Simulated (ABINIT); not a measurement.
# Yb (Im-3m) in ABINIT: reference runs

Aim: a first look at Yb with PBE, on the cell as given.

Program: ABINIT 10.8.3 (patched build). These are calculated values, not measurements. Logs are shortened: lines on timing, memory, paths and dates and some standing lists are left out, and cuts for length are marked. The log counts tension as positive stress, the text compression.

**1. The crystal as given**

Symmetry: Im-3m, No. 229, cubic system. Conventional cell: a = 4.303 Å, b = 4.303 Å, c = 4.303 Å, α = 90.00°, β = 90.00°, γ = 90.00°. Yb (site symmetry m-3m) has 8 Yb at 3.73 Å as nearest neighbours.

This isn't the form of Yb at room conditions, which is fcc.

**2. Single point, PBE, collinear spin, ferromagnetic start**

run.abi reads:

```
# Pseudopotentials
pp_dirpath "./"
pseudos "Yb.GGA_PBE-JTH.xml"

# Structure
acell 3*1.0
rprim
    -4.0657136318     4.0657136318     4.0657136318
     4.0657136318    -4.0657136318     4.0657136318
     4.0657136318     4.0657136318    -4.0657136318
ntypat 1
znucl 70
natom 1
typat 1
xcart
     0.0000000000     0.0000000000     0.0000000000

# Plane-wave basis
ecut 25.0
pawecutdg 47.0

# k points
kptopt 1
ngkpt 9 9 9
nshiftk 1
shiftk 0.0 0.0 0.0

# Exchange and correlation
ixc 11

# Bands and occupations
nband 20
occopt 3
tsmear 0.05 eV

# Spin
nsppol 2
spinat
     0.0000000000     0.0000000000     1.0000000000

# SCF cycle
nstep 100
tolvrs 1.0e-9

# Output
iomode 3
prtwf 0
prteig 0
prtebands 0
enunit 1
prtden 1
prtvha 1
prtvclmb 1
prtpot 1
```

Potentials or basis: JTH PAW PBE v2.0.

On the command line:

```bash
> abinit run.abi > log 2>&1
```

run.abo:

```text
.Version 10.8.3 of ABINIT
 Symmetries : space group Im -3 m (#229); Bravais cI (body-center cubic)
================================================================================
 Values of the parameters that define the memory need of the present run
     intxc =       0    ionmov =       0      iscf =      17    lmnmax =      32
     lnmax =       8     mgfft =      32  mpssoang =       4    mqgrid =    3001
     natom =       1  nloc_mem =       2    nspden =       2   nspinor =       1
    nsppol =       2      nsym =      48    n1xccc =       1    ntypat =       1
    occopt =       3   xclevel =       2
       mpw =        1630          nfft =       32768          nkpt =          35
 PAW method is used; the additional fine FFT grid is defined by:
   mgfftf=        45    nfftf =     91125
================================================================================
================================================================================

--------------------------------------------------------------------------------
------------- Echo of variables that govern the present computation ------------
--------------------------------------------------------------------------------
 -outvars: echo values of preprocessed input variables --------
            acell      1.0000000000E+00  1.0000000000E+00  1.0000000000E+00 Bohr
              amu      1.73040000E+02
             ecut      2.50000000E+01 Hartree
           enunit           1
              ixc          11
         kptrlatt        9    0    0      0    9    0      0    0    9
          kptrlen      6.33782032E+01
            natom           1
            nband          20
            ngfft          32      32      32
          ngfftdg          45      45      45
             nkpt          35
           nspden           2
           nsppol           2
            nstep         100
             nsym          48
           ntypat           1
           occopt           3
        pawecutdg      4.70000000E+01 Hartree
         pawxcdev           0
        prtebands           0
           prteig           0
           prtpot           1
         prtvclmb           1
           prtvha           1
            prtwf           0
            rprim     -4.0657136318E+00  4.0657136318E+00  4.0657136318E+00
                       4.0657136318E+00 -4.0657136318E+00  4.0657136318E+00
                       4.0657136318E+00  4.0657136318E+00 -4.0657136318E+00
          spgroup         229
           spinat      0.0000000000E+00  0.0000000000E+00  1.0000000000E+00
           tolvrs      1.00000000E-09
           tsmear      1.83746611E-03 Hartree
            typat      1
           useylm           1
            znucl       70.00000

================================================================================

 chkinp: Checking input parameters for consistency.

================================================================================
== DATASET  1 ==================================================================

--- !DatasetInfo
iteration_state: {dtset: 1, }
dimensions: {natom: 1, nkpt: 35, mband: 20, nsppol: 2, nspinor: 1, nspden: 2, mpw: 1630, }
cutoff_energies: {ecut:  25.0, pawecutdg:  47.0, }
electrons: {nelect:   2.40000000E+01, charge:   0.00000000E+00, occopt:   3.00000000E+00, tsmear:   1.83746611E-03, }
meta: {optdriver: 0, ionmov: 0, optcell: 0, iscf: 17, paral_kgb: 0, }
...

 Exchange-correlation functional for the present dataset will be:
  GGA: Perdew-Burke-Ernzerhof functional - ixc=11
  J.P.Perdew, K.Burke, M.Ernzerhof, PRL 77, 3865 (1996)

 Real(R)+Recip(G) space primitive vectors, cartesian coordinates (Bohr,Bohr^-1):
 R(1)= -4.0657136  4.0657136  4.0657136  G(1)=  0.0000000  0.1229796  0.1229796
 R(2)=  4.0657136 -4.0657136  4.0657136  G(2)=  0.1229796  0.0000000  0.1229796
 R(3)=  4.0657136  4.0657136 -4.0657136  G(3)=  0.1229796  0.1229796  0.0000000
 Unit cell volume ucvol=  2.6882543E+02 bohr^3
 Angles (23,13,12)=  1.09471221E+02  1.09471221E+02  1.09471221E+02 degrees

 Coarse grid specifications (used for wave-functions):

 getcut: wavevector=  0.0000  0.0000  0.0000  ngfft=  32  32  32
         ecut(hartree)=     25.000   => boxcut(ratio)=   2.02088

 Fine grid specifications (used for densities):

 getcut: wavevector=  0.0000  0.0000  0.0000  ngfft=  45  45  45
         ecut(hartree)=     47.000   => boxcut(ratio)=   2.02565

--- Pseudopotential description ------------------------------------------------
- pspini: atom type   1  psp file is ./Yb.GGA_PBE-JTH.xml
 Pseudopotential format is: paw10
 basis_size (lnmax)=  8 (lmn_size= 32), orbitals=   0   0   1   1   2   2   3   3
 Spheres core radius: rc_sph= 2.50225171
 Shapefunction is SIN type: shapef(r)=[sin(pi*r/rshp)/(pi*r/rshp)]**2
 Radius for shape functions =  2.30948513
 Compensation charge density is not taken into account in XC energy/potential

   2.27593577E+03                                ecore*ucvol(ha*bohr**3)
--------------------------------------------------------------------------------

================================================================================

--- !BeginCycle
iteration_state: {dtset: 1, }
solver: {iscf: 17, nstep: 100, nline: 4, wfoptalg: 10, }
tolerances: {tolvrs: 1.00E-09, }
...

     iter   Etot(hartree)      deltaE(h)  residm     nres2   difmagsph maxmagsph
 ETOT  1  -245.54185827126    -2.455E+02 1.637E+01 1.242E+02 6.129E-01 6.129E-01
 ETOT  2  -249.42427796328    -3.882E+00 1.959E-01 1.923E+02 5.818E-01 3.111E-02
 ETOT  3  -248.13856084993     1.286E+00 3.947E-01 5.777E+01 3.694E-02 5.833E-03
 ETOT  4  -247.89500275678     2.436E-01 1.574E-01 9.179E+00 5.393E-03 1.123E-02
 ETOT  5  -247.87427115964     2.073E-02 6.889E-02 4.352E+00 3.119E-03 8.107E-03
 ETOT  6  -247.92199009112    -4.772E-02 3.641E-01 9.095E+01 4.201E-01 4.282E-01
 ETOT  7  -247.92048685000     1.503E-03 7.764E-01 3.258E+01 4.005E-01 2.771E-02
 ETOT  8  -248.02771269945    -1.072E-01 9.911E-01 1.878E+02 2.205E+00 2.177E+00
 ETOT  9  -247.96631714218     6.140E-02 1.106E-02 1.335E+02 1.961E-01 1.981E+00
 ETOT 10  -247.88300146336     8.332E-02 3.601E-02 3.421E+01 1.959E+00 2.236E-02
 ETOT 11  -247.86252051174     2.048E-02 8.206E-02 1.190E+00 2.727E-02 4.913E-03
 ETOT 12  -247.86034031485     2.180E-03 9.777E-03 2.147E-01 2.498E-02 2.006E-02
 ETOT 13  -247.86147868532    -1.138E-03 3.937E-03 9.408E-01 5.399E-02 7.405E-02
 ETOT 14  -247.86023846125     1.240E-03 2.952E-03 3.602E-02 4.790E-02 2.615E-02
 ETOT 15  -247.86030028652    -6.183E-05 7.881E-04 3.078E-02 9.707E-03 3.585E-02
 ETOT 16  -247.86029412339     6.163E-06 3.459E-04 5.937E-02 7.659E-03 2.819E-02
 ETOT 17  -247.86033006902    -3.595E-05 3.213E-04 1.008E-01 8.942E-03 1.925E-02
 ETOT 18  -247.86092308043    -5.930E-04 8.843E-04 3.440E-01 2.667E-03 1.659E-02
 ETOT 19  -247.86075876660     1.643E-04 2.669E-04 2.392E-01 1.172E-02 4.862E-03
 ETOT 20  -247.86061306740     1.457E-04 1.218E-04 1.668E-01 1.458E-03 6.321E-03
 ETOT 21  -247.86027977702     3.333E-04 6.595E-04 4.399E-03 2.920E-03 9.240E-03
 ETOT 22  -247.86030739469    -2.762E-05 2.047E-04 2.813E-02 6.843E-03 2.398E-03
 ETOT 23  -247.86030662038     7.743E-07 5.800E-05 2.416E-02 1.405E-03 9.928E-04
 ETOT 24  -247.86028260564     2.401E-05 4.301E-05 5.579E-03 4.992E-03 5.985E-03
 ETOT 25  -247.86028078089     1.825E-06 3.889E-05 9.156E-04 3.505E-03 2.480E-03
 ETOT 26  -247.86028439534    -3.614E-06 4.601E-05 4.317E-03 9.090E-04 1.571E-03
 ETOT 27  -247.86028068866     3.707E-06 1.062E-05 1.578E-04 2.117E-03 5.455E-04
 ETOT 28  -247.86028106230    -3.736E-07 1.765E-05 2.328E-04 5.752E-04 1.121E-03
 ETOT 29  -247.86028089619     1.661E-07 1.237E-05 6.542E-05 1.316E-04 9.892E-04
 ETOT 30  -247.86028092308    -2.689E-08 1.106E-05 1.362E-04 1.329E-03 3.397E-04
 ETOT 31  -247.86028087809     4.499E-08 9.735E-06 1.191E-05 5.627E-04 2.230E-04
 ETOT 32  -247.86028086999     8.103E-09 8.739E-06 8.699E-07 2.753E-04 5.233E-05
 ETOT 33  -247.86028087357    -3.586E-09 6.643E-06 1.806E-08 1.698E-05 3.535E-05
 ETOT 34  -247.86028087389    -3.197E-10 6.225E-06 2.496E-08 4.562E-05 1.027E-05
 ETOT 35  -247.86028087393    -3.772E-11 4.501E-06 8.032E-09 4.336E-06 1.461E-05
 ETOT 36  -247.86028087396    -3.604E-11 4.315E-06 1.030E-08 1.923E-05 4.624E-06
 ETOT 37  -247.86028087396     6.253E-13 3.041E-06 3.416E-09 2.448E-06 2.176E-06
 ETOT 38  -247.86028087396     3.268E-12 3.229E-06 2.192E-10 8.052E-07 1.371E-06

 At SCF step   38       nres2   =  2.19E-10 < tolvrs=  1.00E-09 =>converged.

 Cartesian components of stress tensor (hartree/bohr^3)
  sigma(1 1)=  9.62065753E-05  sigma(3 2)=  0.00000000E+00
  sigma(2 2)=  9.62065753E-05  sigma(3 1)=  0.00000000E+00
  sigma(3 3)=  9.62065753E-05  sigma(2 1)=  0.00000000E+00

--- !ResultsGS
iteration_state: {dtset: 1, }
comment   : Summary of ground state results
lattice_vectors:
- [ -4.0657136,   4.0657136,   4.0657136, ]
- [  4.0657136,  -4.0657136,   4.0657136, ]
- [  4.0657136,   4.0657136,  -4.0657136, ]
lattice_lengths: [   7.04202,    7.04202,    7.04202, ]
lattice_angles: [109.471, 109.471, 109.471, ] # degrees, (23, 13, 12)
lattice_volume:   2.6882543E+02
convergence: {deltae:  3.268E-12, res2:  2.192E-10, residm:  3.229E-06, diffor: null, }
etotal    :  -2.47860281E+02
entropy   :   0.00000000E+00
fermie    :   6.57284312E-02
cartesian_stress_tensor: # hartree/bohr^3
- [  9.62065753E-05,   0.00000000E+00,   0.00000000E+00, ]
- [  0.00000000E+00,   9.62065753E-05,   0.00000000E+00, ]
- [  0.00000000E+00,   0.00000000E+00,   9.62065753E-05, ]
pressure_GPa:  -2.8305E+00
xred      :
- [  0.0000E+00,   0.0000E+00,   0.0000E+00, Yb]
cartesian_forces: # hartree/bohr
- [ -0.00000000E+00,  -0.00000000E+00,  -0.00000000E+00, ]
force_length_stats: {min:   0.00000000E+00, max:   0.00000000E+00, mean:   0.00000000E+00, }
...

 Integrated electronic and magnetization densities in atomic spheres:
 ------------------------------------------------------------------------------------------------------------
 Radius=ratsph(iatom), smearing ratsm=  0.0000. Diff(up-dn)=approximate z local magnetic moment.
    Atom    Radius    up_density   dn_density  Total(up+dn)  Diff(up-dn)
    1 Yb   2.50225    10.880872    10.880871     21.761743     0.000001
 ------------------------------------------------------------------------------------------------------------
  Sum:                10.880872    10.880871     21.761743     0.000001
 Total magnetization (from the atomic spheres):                0.000001
 Total magnetization (exact up - dn):                         -0.000003

================================================================================

 ----iterations are completed or convergence reached----

 Mean square residual over all n,k,spin=   50.753E-10; max=  32.295E-07
 reduced coordinates (array xred) for    1 atoms
       0.000000000000      0.000000000000      0.000000000000
 rms dE/dt=  0.0000E+00; max dE/dt=  0.0000E+00; dE/dt below (all hartree)
    1       0.000000000000      0.000000000000      0.000000000000

 cartesian coordinates (angstrom) at end:
    1      0.00000000000000     0.00000000000000     0.00000000000000

 cartesian forces (hartree/bohr) at end:
    1     -0.00000000000000    -0.00000000000000    -0.00000000000000
 frms,max,avg= 0.0000000E+00 0.0000000E+00   0.000E+00  0.000E+00  0.000E+00 h/b

 cartesian forces (eV/Angstrom) at end:
    1     -0.00000000000000    -0.00000000000000    -0.00000000000000
 frms,max,avg= 0.0000000E+00 0.0000000E+00   0.000E+00  0.000E+00  0.000E+00 e/A
 length scales=  1.000000000000  1.000000000000  1.000000000000 bohr
              =  0.529177210544  0.529177210544  0.529177210544 angstroms
 Fermi (or HOMO) energy (eV) =   1.78856   Average Vxc (eV)=  -8.50123
 Eigenvalues (   eV  ) for nkpt=  35  k points, SPIN UP:
 kpt#   1, nband= 20, wtk=  0.00137, kpt=  0.0000  0.0000  0.0000 (reduced coord)
 -50.34247  -22.54331  -22.54331  -22.54331   -3.18142    1.39075    1.39075    1.39075
   1.50348    1.50348    1.50348    1.52565    4.45996    4.45996    4.45996    6.18050
   6.18050   12.22907   12.22907   12.22907
 prteigrs : prtvol=0 or 1, do not print more k-points.

 Eigenvalues (   eV  ) for nkpt=  35  k points, SPIN DOWN:
 kpt#   1, nband= 20, wtk=  0.00137, kpt=  0.0000  0.0000  0.0000 (reduced coord)
 -50.34246  -22.54330  -22.54330  -22.54330   -3.18143    1.39076    1.39076    1.39076
   1.50348    1.50348    1.50348    1.52565    4.45996    4.45996    4.45996    6.18049
   6.18049   12.22906   12.22906   12.22906
 prteigrs : prtvol=0 or 1, do not print more k-points.

--- !EnergyTerms
iteration_state     : {dtset: 1, }
comment             : Components of total free energy in Hartree
kinetic             :  1.09040283103532E+01
hartree             :  7.06650869181912E+01
xc                  : -4.70512717767038E+00
Ewald energy        : -1.28894866729052E+02
psp_core            :  8.46622200693070E+00
local_psp           : -1.51173461406383E+02
PAW spherical_terms : -5.31215522883940E+01
internal            : -2.47859670366025E+02
'-kT*entropy'       : -6.12947644323600E-04
total_energy        : -2.47860283313669E+02
total_energy_eV     : -6.74462190428653E+03
...

--- !EnergyTermsDC
iteration_state     : {dtset: 1, }
comment             : '"Double-counting" decomposition of free energy'
band_energy         : -7.94957280636697E+00
Ewald energy        : -1.28894866729052E+02
psp_core            :  8.46622200693070E+00
xc_dc               : -6.92483120141367E+01
PAW spherical_terms : -5.02331383836913E+01
internal            : -2.47859667926317E+02
'-kT*entropy'       : -6.12947644323600E-04
total_energy_dc     : -2.47860280873961E+02
total_energy_dc_eV  : -6.74462183789869E+03
...

--- !EnergyTermsWithPAWCore
iteration_state     : {dtset: 1, }
comment             : 'Components of total free energy, including PAW core contributions'
Total energy        : -1.40598575737836E+04
Total energy DC     : -1.40598575713439E+04
Total energy (eV)   : -3.82588215003707E+05
Total energy DC (eV): -3.82588214937319E+05
...

 Cartesian components of stress tensor (hartree/bohr^3)
  sigma(1 1)=  9.62065753E-05  sigma(3 2)=  0.00000000E+00
  sigma(2 2)=  9.62065753E-05  sigma(3 1)=  0.00000000E+00
  sigma(3 3)=  9.62065753E-05  sigma(2 1)=  0.00000000E+00

-Cartesian components of stress tensor (GPa)         [Pressure= -2.8305E+00 GPa]
- sigma(1 1)=  2.83049517E+00  sigma(3 2)=  0.00000000E+00
- sigma(2 2)=  2.83049517E+00  sigma(3 1)=  0.00000000E+00
- sigma(3 3)=  2.83049517E+00  sigma(2 1)=  0.00000000E+00

== END DATASET(S) ==============================================================
================================================================================

 -outvars: echo values of variables after computation  --------
            acell      1.0000000000E+00  1.0000000000E+00  1.0000000000E+00 Bohr
           etotal     -2.4786028087E+02
            fcart     -0.0000000000E+00 -0.0000000000E+00 -0.0000000000E+00
            rprim     -4.0657136318E+00  4.0657136318E+00  4.0657136318E+00
                       4.0657136318E+00 -4.0657136318E+00  4.0657136318E+00
                       4.0657136318E+00  4.0657136318E+00 -4.0657136318E+00
           strten      9.6206575297E-05  9.6206575297E-05  9.6206575297E-05
                       0.0000000000E+00  0.0000000000E+00  0.0000000000E+00
 Calculation completed.
```

Wall time 2 min (1 thread of AMD EPYC 9R14 (Zen 4), shared host); peak memory 0.21 GiB.

What came out:

```
Free energy                                           : -6744.6218 eV
Pressure                                              : -2.8 GPa
Band gap on the k mesh                                : none (metal or under the smearing width)
Net moment                                            : 0.00 μB per cell
Valence electrons inside the program's atomic spheres : Yb 21.76 (radii [1.3241] Å)
```

Caveat: spin-orbit coupling is left out, which moves the levels of the heavy elements. The state reached can hang on the start; a lower one may exist.
